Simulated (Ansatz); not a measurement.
HfN in Ansatz: the effect of functional

Crystal: HfN.

```
CELL_PARAMETERS angstrom
0.00000 2.48713 2.48713
2.48713 0.00000 2.48713
2.48713 2.48713 0.00000
ATOMIC_POSITIONS crystal
Hf 0.00000 0.00000 0.00000
N 0.25000 0.25000 0.25000
```

The cell comes from a database or a generator and needn't be the stable form of this composition.

The cell isn't the ideal one: volume scaled by 1.04.

Alike in all runs:

- Program: Ansatz 0.2.0
- Task: single point
- Potentials or basis: Ansatz PAW
- k mesh: 9 × 9 × 9
- Occupations: fermi-dirac, width 0.05 eV
- Spin: no spin polarisation

```tsv
functional	cutoff	pressure (GPa)
LDA	420 eV (not typed: the program's choice for these potentials)	?
PBEsol	420 eV (not typed: the program's choice for these potentials)	-11.6
r2SCAN	500 eV (not typed: the program's choice for these potentials)	-9.2
```

Q: What does the run with functional LDA give?

A: Pressure -15.9 GPa.

Caveats: the PAW data sets come from PBE, with cores solved anew for the run's functional, which leaves a small shift of forces and pressure.
